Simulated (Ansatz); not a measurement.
Born–Oppenheimer molecular dynamics of a periodic cell of 13 atoms, Ti12H (host Ti, host structure hcp, interstitial H). It starts from a relaxed structure.

Computed with DFT PBE-D3(BJ), scalar-relativistic, plane waves, PAW in Ansatz 0.2.0. Settings: accuracy low, cutoff 420 eV, k mesh 2x2x2, fermi-dirac smearing 0.1 eV, no spin polarisation.

```yaml
ensemble: NVE (velocity Verlet)
time_step: 0.5 fs
steps_asked: 150
starting_velocities_drawn_for: 1200 K
seed: 248227
```

First frame:

```xyz
13
Lattice="5.9000 0.0000 0.0000 -4.4250 7.6643 0.0000 0.0000 0.0000 4.6846" Properties=species:S:1:pos:R:3
Ti 0.013 -0.007 0.001
Ti -0.015 1.721 2.321
Ti -1.410 2.589 0.006
Ti -1.474 4.270 2.308
Ti -2.951 5.082 -0.011
Ti -2.971 6.796 2.336
Ti 2.950 -0.101 0.035
Ti 2.936 1.709 2.312
Ti 1.425 2.584 0.017
Ti 1.447 4.259 2.319
Ti 0.024 5.121 -0.021
Ti -0.009 6.811 2.333
H 2.957 1.677 4.195
```

Q: What does the run give?

A: All steps were run.

```json
{
  "steps done": "150",
  "time covered": "75 fs",
  "mean temperature over the second half": "416 K",
  "spread of the potential energy over the second half": "20.8 meV per atom",
  "mean potential energy of the second half above the start": "93.5 meV per atom"
}
```

The conserved energy stayed within 0.045 meV per atom of its start (net change 0.012 meV per atom), so the integration is sound. A run of 0.075 ps of so small a system gives no equilibrium averages. Limits of this set-up: coarse k mesh, odd electron count without spin, low accuracy level.

Q: What happens to the structure?

A: Mean squared displacements from the first frame to the last, about the centre of mass: Ti 0.04 Å², H 0.06 Å². Another seed would give other details.

Q: How do temperature and energy run in time?

A: 
| time (fs) | T (K) | potential energy less start (eV) | conserved less start (meV/atom) |
| --- | --- | --- | --- |
| 0.0 | 1200 | 0.000 | 0.00 |
| 2.5 | 1162 | 0.059 | 0.00 |
| 5.0 | 1081 | 0.184 | 0.03 |
| 7.5 | 1036 | 0.254 | 0.03 |
| 10.0 | 1027 | 0.269 | 0.01 |
| 12.5 | 981 | 0.339 | 0.00 |
| 15.0 | 879 | 0.497 | 0.01 |
| 17.5 | 752 | 0.695 | 0.03 |
| 20.0 | 641 | 0.867 | 0.03 |
| 22.5 | 558 | 0.996 | 0.02 |
| 25.0 | 476 | 1.123 | 0.02 |
| 27.5 | 393 | 1.253 | 0.04 |
| 30.0 | 348 | 1.322 | 0.03 |
| 32.5 | 334 | 1.343 | 0.01 |
| 35.0 | 296 | 1.402 | 0.01 |
| 37.5 | 221 | 1.519 | 0.02 |
| 40.0 | 168 | 1.602 | 0.05 |
| 42.5 | 191 | 1.565 | 0.02 |
| 45.0 | 237 | 1.493 | 0.02 |
| 47.5 | 273 | 1.438 | 0.02 |
| 50.0 | 311 | 1.380 | 0.01 |
| 52.5 | 328 | 1.353 | 0.01 |
| 55.0 | 337 | 1.339 | 0.04 |
| 57.5 | 403 | 1.237 | 0.02 |
| 60.0 | 488 | 1.105 | 0.01 |
| 62.5 | 551 | 1.006 | 0.02 |
| 65.0 | 602 | 0.927 | 0.01 |
| 67.5 | 621 | 0.899 | 0.01 |
| 70.0 | 618 | 0.903 | 0.03 |
| 72.5 | 650 | 0.854 | 0.03 |
| 75.0 | 716 | 0.751 | 0.01 |

The run took 10 min on 1 thread of Arm Neoverse V2, with other jobs on the host, peak memory 0.57 GiB.
